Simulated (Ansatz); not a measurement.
The system is Ta2C.

```
CELL_PARAMETERS angstrom
3.10590 0.00000 0.00000
-1.55295 2.68979 0.00000
0.00000 0.00000 4.94640
ATOMIC_POSITIONS crystal
Ta 0.66667 0.33333 0.74799
Ta 0.33333 0.66667 0.25201
C 0.00000 0.00000 0.00000
```

```yaml
Program: Ansatz 0.2.0
Task: relaxation of cell and atoms
Functional: PBEsol
Dispersion: D3(BJ)-ATM
Potentials_or_basis: Ansatz PAW
Cutoff: "420 eV (not typed: the program's choice for these potentials)"
k_mesh: 10 × 10 × 6
Occupations: fermi-dirac, width 0.05 eV
Spin: no spin polarisation
```

At the start: volume 13.77 Å³/atom.

Problem. Where does the relaxation end?

Solution. It ends after 5 steps and the volume is 13.36 Å³/atom (-3.0 %); space group P-3m1 (No. 164, to 0.05 Å).

Step by step:
```
step  energy change (eV)  largest force (eV/Å)  volume (Å³)
   1              0.0000                0.0075        41.32
   2             -0.0317                0.1191        40.35
   3             -0.0342                0.0383        40.07
   4             -0.0343                0.0075        40.08
   5             -0.0330                0.0072        40.08
```

Final structure:
```cif
data_structure
_symmetry_space_group_name_H-M 'P 1'
_symmetry_Int_Tables_number 1
_cell_length_a 3.0769
_cell_length_b 3.0769
_cell_length_c 4.8884
_cell_angle_alpha 90.000
_cell_angle_beta 90.000
_cell_angle_gamma 120.000
_cell_volume 40.08
loop_
_atom_site_label
_atom_site_type_symbol
_atom_site_fract_x
_atom_site_fract_y
_atom_site_fract_z
_atom_site_occupancy
Ta1 Ta 0.66667 0.33333 0.74615 1
Ta2 Ta 0.33333 0.66667 0.25385 1
C1 C 0.00000 0.00000 0.00000 1
```

Caveat: the plane-wave basis is chosen anew once the cell has moved, so the energies of steps on either side of that aren't comparable; pairwise dispersion overbinds metals, which lowers pressure and volume; the PAW data sets come from PBE, with cores solved anew for the run's functional, which leaves a small shift of forces and pressure.
